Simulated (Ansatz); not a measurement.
# BAs in Ansatz: the effect of functional

Crystal: BAs.

```xyz
2
Lattice="3.2359 0.0000 0.0000 0.0000 3.2359 0.0000 0.0000 0.0000 3.2359" Properties=species:S:1:pos:R:3 pbc="T T T"
B     0.0000    0.0000    0.0000
As    1.6179    1.6179    1.6179
```

The cell was built by a generator and needn't be a form met in nature.

Alike in all runs:

| Item | Value |
| --- | --- |
| Program | Ansatz 0.2.0 |
| Task | band structure |
| Potentials or basis | Ansatz PAW |
| k mesh | 8 × 8 × 8 |
| Occupations | fermi-dirac, width 0.05 eV |
| Spin | no spin polarisation |

```csv
functional,cutoff,pressure (GPa)
LDA,420 eV (not typed: the program's choice for these potentials),-18.8
PBEsol,420 eV (not typed: the program's choice for these potentials),?
RPBE,420 eV (not typed: the program's choice for these potentials),-13.4
revPBE,420 eV (not typed: the program's choice for these potentials),-13.8
BLYP,420 eV (not typed: the program's choice for these potentials),-8.0
r2SCAN,500 eV (not typed: the program's choice for these potentials),-14.8
```

Question: What does the run with functional PBEsol give?

Answer: Pressure -17.7 GPa.

Caveats: the PAW data sets come from PBE, with cores solved anew for the run's functional, which leaves a small shift of forces and pressure.

Runs at the PBE level aren't shown here.
